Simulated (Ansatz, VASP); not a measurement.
# One calculation of Sc, two programs

```
CELL_PARAMETERS angstrom
0.00000 2.54868 1.80192
2.54868 0.00000 1.80192
2.54868 2.54868 0.00000
ATOMIC_POSITIONS crystal
Sc 0.00000 0.00000 0.00000
```

Alike in both runs: task single point; functional LDA; k mesh 20 × 20 × 20; occupations gaussian, width 0.15 eV; no spin polarisation.

|  | VASP | Ansatz |
| --- | --- | --- |
| version | VASP 6.6.1 | Ansatz 0.2.0 |
| potentials or method | VASP PAW LDA potentials, release 64 (Sc_sv) | scalar-relativistic, plane waves, PAW |
| plane-wave cutoff (eV) | 520 | 420 |
| valence electrons in the cell | 11 | 11 |

```tsv
	VASP	Ansatz	Ansatz less VASP
gap on the k mesh at the Fermi level (eV)	none	none	-
pressure (GPa)	-1.7	-1.7	-0.03
```

A gap of «none» marks a metal or a gap that the smearing closes.
